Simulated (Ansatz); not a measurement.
**Barrier of one jump, O in SnO₂**

Level of theory: Ansatz, DFT PBE, scalar-relativistic, plane waves, PAW. (420 eV cutoff, 3×3×3 k-mesh, Gaussian smearing of 0.02 eV, no spin polarisation)

Host crystal, relaxed:

```yaml
crystal:
  lattice:
    - [4.82652, 0.00000, 0.00000]
    - [0.00000, 4.82837, 0.00000]
    - [0.00000, 0.00000, 3.23817]
  atoms:
    - { symbol: Sn, position: [0.50000, 0.50000, 0.50000] }
    - { symbol: Sn, position: [0.00000, 0.00000, 0.00000] }
    - { symbol: O, position: [0.30650, 0.30666, 0.00000] }
    - { symbol: O, position: [0.80650, 0.19334, 0.50000] }
    - { symbol: O, position: [0.19350, 0.80666, 0.50000] }
    - { symbol: O, position: [0.69350, 0.69334, 0.00000] }
```

In a supercell of 12 host sites, interstitial O hops to an equivalent place, moving 0.82 Å between the relaxed ends. Climbing-image nudged elastic band at fixed cell with images 0 (start) to 6 (end), the path measured over all atoms, converged to 0.05 eV/Å; the order of the saddle wasn't checked, and the small cell leaves errors of about a tenth of an eV.

Supercell rows in host cell vectors: -1 0 1; 1 0 1; 0 1 -1. O was set at (0.000, 0.500, 0.250) of the host cell.

At the relaxed start O has 1 O at 1.51 Å.

(1) How high is the barrier, and where does the atom pass?

## Answers

(1) 0.40 eV at image 3, where O has 1 O at 1.56 Å.

Cost: 1 run of about 7.8 core-minutes, on Intel Xeon Processor @ 2.70GHz (shared hosts).